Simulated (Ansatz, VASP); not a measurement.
# Cd in VASP and in Ansatz

```xyz
1
Lattice="0.0000 1.8763 1.8763 1.8763 0.0000 1.8763 1.8763 1.8763 0.0000" Properties=species:S:1:pos:R:3 pbc="T T T"
Cd    0.0000    0.0000    0.0000
```

Change from the starting cell: volume scaled by 0.58, PAW files.

Alike in both runs: task single point; functional PBE; k mesh 14 × 14 × 14; occupations fermi-dirac, width 0.08 eV; no spin polarisation.

```csv
,VASP,Ansatz
version,VASP 6.6.1,Ansatz 0.2.0
potentials or method,"VASP PAW PBE potentials, release 64 (Cd)","PAW with Ansatz's default frozen-core files, scalar-relativistic"
plane-wave cutoff (eV),520,420
valence electrons in the cell,12,20
```

VASP gave:

* pressure (GPa): 113.1

What did Ansatz give for the same quantities?

Pressure (GPa): 109.4.

The functional is the same, so the differences come from potentials, cutoffs and numerics. The two sets of potentials don't hold the same shells in valence.

Caveats: the cell as given lies far from equilibrium; so large a pressure means that the cell lies far from this level's equilibrium, or that cutoff or potentials fall short (VASP).
